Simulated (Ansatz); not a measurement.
# InP: the cost of one run

Method: DFT PBE, scalar-relativistic, plane waves, PAW, in Ansatz 0.2.0.

## 1. The structure to begin with

Symmetry: Fm-3m, No. 225, cubic system. The conventional cell has a = 5.710 Å, b = 5.710 Å, c = 5.710 Å, α = 90.00°, β = 90.00°, γ = 90.00°. In (site symmetry m-3m) is surrounded by 6 P at 2.86 Å. Around P (site symmetry m-3m) lie 6 In at 2.85 to 2.86 Å.

Structure file:

```
In P
1.0
     0.00000    8.56500    8.56500
     8.56500    0.00000    8.56500
     8.56500    8.56500    0.00000
In P
27 27
Direct
  0.00000 0.00000 0.00000
  0.00000 0.00000 0.33333
  0.00000 0.00000 0.66667
  0.00000 0.33333 0.00000
  0.00000 0.33333 0.33333
  0.00000 0.33333 0.66667
  0.00000 0.66667 0.00000
  0.00000 0.66667 0.33333
  0.00000 0.66667 0.66667
  0.33333 0.00000 0.00000
  0.33333 0.00000 0.33333
  0.33333 0.00000 0.66667
  0.33333 0.33333 0.00000
  0.33333 0.33333 0.33333
  0.33333 0.33333 0.66667
  0.33333 0.66667 0.00000
  0.33333 0.66667 0.33333
  0.33333 0.66667 0.66667
  0.66667 0.00000 0.00000
  0.66667 0.00000 0.33333
  0.66667 0.00000 0.66667
  0.66667 0.33333 0.00000
  0.66667 0.33333 0.33333
  0.66667 0.33333 0.66667
  0.66667 0.66667 0.00000
  0.66667 0.66667 0.33333
  0.66667 0.66667 0.66667
  0.16667 0.16667 0.16667
  0.16667 0.16667 0.50000
  0.16667 0.16667 0.83333
  0.16667 0.50000 0.16667
  0.16667 0.50000 0.50000
  0.16667 0.50000 0.83333
  0.16667 0.83333 0.16667
  0.16667 0.83333 0.50000
  0.16667 0.83333 0.83333
  0.50000 0.16667 0.16667
  0.50000 0.16667 0.50000
  0.50000 0.16667 0.83333
  0.50000 0.50000 0.16667
  0.50000 0.50000 0.50000
  0.50000 0.50000 0.83333
  0.50000 0.83333 0.16667
  0.50000 0.83333 0.50000
  0.50000 0.83333 0.83333
  0.83333 0.16667 0.16667
  0.83333 0.16667 0.50000
  0.83333 0.16667 0.83333
  0.83333 0.50000 0.16667
  0.83333 0.50000 0.50000
  0.83333 0.50000 0.83333
  0.83333 0.83333 0.16667
  0.83333 0.83333 0.50000
  0.83333 0.83333 0.83333
```

The runs take a perfect supercell of 54 atoms; the defect goes to fractional position (0.167, 0.167, 0.167).

## 2. The perfect supercell

The input, input.yaml:

```yaml
crystal:
  lattice:
    - [0.0, 8.565, 8.565]
    - [8.565, 0.0, 8.565]
    - [8.565, 8.565, 0.0]
  atoms:
    - { symbol: In, position: [0.0, 0.0, 0.0] }
    - { symbol: In, position: [0.0, 0.0, 0.333333] }
    - { symbol: In, position: [0.0, 0.0, 0.666667] }
    - { symbol: In, position: [0.0, 0.333333, 0.0] }
    - { symbol: In, position: [0.0, 0.333333, 0.333333] }
    - { symbol: In, position: [0.0, 0.333333, 0.666667] }
    - { symbol: In, position: [0.0, 0.666667, 0.0] }
    - { symbol: In, position: [0.0, 0.666667, 0.333333] }
    - { symbol: In, position: [0.0, 0.666667, 0.666667] }
    - { symbol: In, position: [0.333333, 0.0, 0.0] }
    - { symbol: In, position: [0.333333, 0.0, 0.333333] }
    - { symbol: In, position: [0.333333, 0.0, 0.666667] }
    - { symbol: In, position: [0.333333, 0.333333, 0.0] }
    - { symbol: In, position: [0.333333, 0.333333, 0.333333] }
    - { symbol: In, position: [0.333333, 0.333333, 0.666667] }
    - { symbol: In, position: [0.333333, 0.666667, 0.0] }
    - { symbol: In, position: [0.333333, 0.666667, 0.333333] }
    - { symbol: In, position: [0.333333, 0.666667, 0.666667] }
    - { symbol: In, position: [0.666667, 0.0, 0.0] }
    - { symbol: In, position: [0.666667, 0.0, 0.333333] }
    - { symbol: In, position: [0.666667, 0.0, 0.666667] }
    - { symbol: In, position: [0.666667, 0.333333, 0.0] }
    - { symbol: In, position: [0.666667, 0.333333, 0.333333] }
    - { symbol: In, position: [0.666667, 0.333333, 0.666667] }
    - { symbol: In, position: [0.666667, 0.666667, 0.0] }
    - { symbol: In, position: [0.666667, 0.666667, 0.333333] }
    - { symbol: In, position: [0.666667, 0.666667, 0.666667] }
    - { symbol: P, position: [0.166667, 0.166667, 0.166667] }
    - { symbol: P, position: [0.166667, 0.166667, 0.5] }
    - { symbol: P, position: [0.166667, 0.166667, 0.833333] }
    - { symbol: P, position: [0.166667, 0.5, 0.166667] }
    - { symbol: P, position: [0.166667, 0.5, 0.5] }
    - { symbol: P, position: [0.166667, 0.5, 0.833333] }
    - { symbol: P, position: [0.166667, 0.833333, 0.166667] }
    - { symbol: P, position: [0.166667, 0.833333, 0.5] }
    - { symbol: P, position: [0.166667, 0.833333, 0.833333] }
    - { symbol: P, position: [0.5, 0.166667, 0.166667] }
    - { symbol: P, position: [0.5, 0.166667, 0.5] }
    - { symbol: P, position: [0.5, 0.166667, 0.833333] }
    - { symbol: P, position: [0.5, 0.5, 0.166667] }
    - { symbol: P, position: [0.5, 0.5, 0.5] }
    - { symbol: P, position: [0.5, 0.5, 0.833333] }
    - { symbol: P, position: [0.5, 0.833333, 0.166667] }
    - { symbol: P, position: [0.5, 0.833333, 0.5] }
    - { symbol: P, position: [0.5, 0.833333, 0.833333] }
    - { symbol: P, position: [0.833333, 0.166667, 0.166667] }
    - { symbol: P, position: [0.833333, 0.166667, 0.5] }
    - { symbol: P, position: [0.833333, 0.166667, 0.833333] }
    - { symbol: P, position: [0.833333, 0.5, 0.166667] }
    - { symbol: P, position: [0.833333, 0.5, 0.5] }
    - { symbol: P, position: [0.833333, 0.5, 0.833333] }
    - { symbol: P, position: [0.833333, 0.833333, 0.166667] }
    - { symbol: P, position: [0.833333, 0.833333, 0.5] }
    - { symbol: P, position: [0.833333, 0.833333, 0.833333] }
basis:
  ecutwfc: 420
  fft_grid_basis: typed
kpoints:
  mp_grid: { grid: [1, 1, 1] }
hamiltonian:
  xc: pbe
  pseudopotentials: { kind: paw }
scf:
  occupations: { method: gaussian, width: 0.05 }
output:
  forces: true
  stress: false
  eigenvalues: true
  bader: false
  write_density: true
  volumetric_format: npy
```

Started as:

```sh
ansatz run input.yaml --threads 8 --pin off --max-ram 16384MiB --backend cpu --events-out ev --progress --plain --runs-dir out
```

**Question.** How long does this run take on 8 threads of Intel Xeon Platinum 8259CL at 2.50GHz (Skylake/Cascade Lake), shared host, and how much memory does it need?

About 6.3 s, with a peak of 1.5 GiB.
